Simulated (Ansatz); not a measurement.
## TiAl3: do energies and stresses tell the same story?

Level of theory: DFT r2SCAN, scalar-relativistic, plane waves, PAW in Ansatz 0.2.0.

Cutoff 500 eV; k points 10×10×10 on the computed 4-atom cell (Γ-centred); Gaussian smearing, width 0.10 eV; no spin polarisation.

Relaxed cell: Pm-3m, a = 3.956 Å, b = 3.956 Å, c = 3.956 Å, α = 90.00°, β = 90.00°, γ = 90.00°, 4 atoms in the primitive cell. This form isn't the usual stable structure of the compound.

Energies at zero smearing and pressures from the stress tensor, at volumes with shape and atoms relaxed:
```csv
V (Å³/atom),E − E(first) (meV/atom),P (GPa)
13.617,0.00,19.02
14.081,-46.32,13.14
14.545,-76.83,8.09
15.010,-93.74,3.74
15.474,-98.94,-0.01
15.938,-94.05,-3.24
16.402,-80.49,-6.01
17.021,-50.97,-9.12
```

Task: Check P = −dE/dV between neighbouring volumes, and get the bulk modulus from the pressures alone.

Result: With 1 eV/Å³ = 160.2 GPa:
| middle V (Å³/atom) | −ΔE/ΔV (GPa) | mean P (GPa) |
| --- | --- | --- |
| 13.849 | 15.985 | 16.079 |
| 14.313 | 10.531 | 10.614 |
| 14.778 | 5.837 | 5.912 |
| 15.242 | 1.795 | 1.863 |
| 15.706 | -1.686 | -1.623 |
| 16.170 | -4.683 | -4.625 |
| 16.712 | -7.641 | -7.566 |

The two differ by 0.09 GPa at most. The mean of two end pressures misses the average over a step by about ΔV² P″/12, up to 0.07 GPa here; with that taken off 0.02 GPa remains. Around V = 15.474 Å³/atom, the two neighbours give B = −V ΔP/ΔV = 15.474 × 6.97 / 0.928 = 116.2 GPa, against B0 = 115.8 GPa from the Birch–Murnaghan fit of the energies.